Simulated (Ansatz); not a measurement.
CuAu:

```
CELL_PARAMETERS angstrom
1.44306 0.83315 4.25617
-1.44306 0.83315 4.25617
0.00000 -1.66630 4.25617
ATOMIC_POSITIONS crystal
Au 0.00000 0.00000 0.00000
Cu 0.50000 0.50000 0.50000
```

The cell comes from a database or a generator and needn't be the stable form of this composition.

Base run:

- Program: Ansatz 0.2.0
- Functional: PBEsol
- Potentials or basis: all-electron PAW datasets made for the crystal
- Cutoff: 280 eV (chosen from the basis error)
- k mesh: 11 × 11 × 11
- Occupations: fermi-dirac, width 0.05 eV
- Spin: no spin polarisation

Its results: pressure -8.1 GPa.

**Question.** The run is repeated on the same cell with these changes: potentials or basis from all-electron PAW datasets made for the crystal to all-electron LAPW, non-relativistic; cutoff from 280 eV (chosen from the basis error) to 273 eV (chosen from the basis error). What comes out?

**Answer.** Pressure 8.5 GPa.

Caveats: relativity is left out, which matters for the heavier elements (some runs).

The runs don't all hold the same shells in valence.
